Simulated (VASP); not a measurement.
**AgCl (Chlorargyrite): phonons with PBE**

**The experiment to reproduce.**

A printed reference work, monograph reports, for a bulk crystal of AgCl: high-frequency dielectric constant 3.92.

AgCl (Chlorargyrite):

```
CELL_PARAMETERS angstrom
0.00000 2.73500 2.73500
2.73500 0.00000 2.73500
2.73500 2.73500 0.00000
ATOMIC_POSITIONS crystal
Ag 0.00000 0.00000 0.00000
Cl 0.50000 0.50000 0.50000
```

| Property | Result |
| --- | --- |
| Program | VASP 6.6.1 |
| Task | phonons |
| Functional | PBE |
| Potentials or basis | VASP PAW PBE potentials, release 64 (Ag, Cl) |
| Cutoff | 600 eV |
| k mesh | 8 × 8 × 8 |
| Occupations | gaussian, width 0.02 eV |
| Spin | no spin polarisation |
| Ladder | gaps |
| By perturbation theory | yes |
| Further INCAR settings | ALGO = Normal; EDIFF = 1e-08; IBRION = 8; NSW = 1 |

```json
{
 "Relaxed volume": "22.03 Å³/atom",
 "Relaxed cell": "a = 3.965 Å, b = 3.965 Å, c = 3.965 Å, α = 60.00°, β = 60.00°, γ = 60.00°",
 "Space group after relaxing (to 0.05 Å)": "Fm-3m (No. 225)",
 "Electronic dielectric tensor (diagonal)": "4.95",
 "Born charges (mean of the diagonal)": "Ag +1.45; Cl -1.45 e",
 "Highest phonon frequency at Γ, LO-TO splitting left out": "92 cm⁻¹"
}
```

The path:
| step | energy change (eV) | largest force (eV/Å) | pressure (GPa) | volume (Å³) |
| --- | --- | --- | --- | --- |
| 1 | 0.0000 | 0.0000 | 3.81 | 40.92 |
| 2 | -0.0344 | 0.0000 | 0.18 | 43.87 |
| 3 | -0.0345 | 0.0000 | -0.01 | 44.06 |

Final structure:
```
Ag Cl
1.0
     0.00000    2.80335    2.80335
     2.80335    0.00000    2.80335
     2.80335    2.80335    0.00000
Ag Cl
1 1
Direct
  0.00000 0.00000 0.00000
  0.50000 0.50000 0.50000
```

Phonon frequencies in cm⁻¹ (negative: imaginary):
| q point | frequencies |
| --- | --- |
| (0.000, 0.000, 0.000) | 0 0 0 92 92 92 |

Electronic dielectric tensor:
```
4.95 0.00 0.00
0.00 4.95 0.00
0.00 0.00 4.95
```

Born effective charge tensors (e):
atom 1, Ag
```
1.45 0.00 0.00
0.00 1.45 0.00
0.00 0.00 1.45
```
atom 2, Cl
```
-1.45  0.00  0.00
 0.00 -1.45  0.00
 0.00  0.00 -1.45
```

Wall time 2.6 min on 1 thread of Intel(R) Xeon(R) 6975P-C (Granite Rapids), on a shared host, peak memory 0.28 GiB.

Measured high-frequency dielectric constant of AgCl: 3.92 (a printed reference work, monograph). This calculation gives 4.95 (+26.3 %).
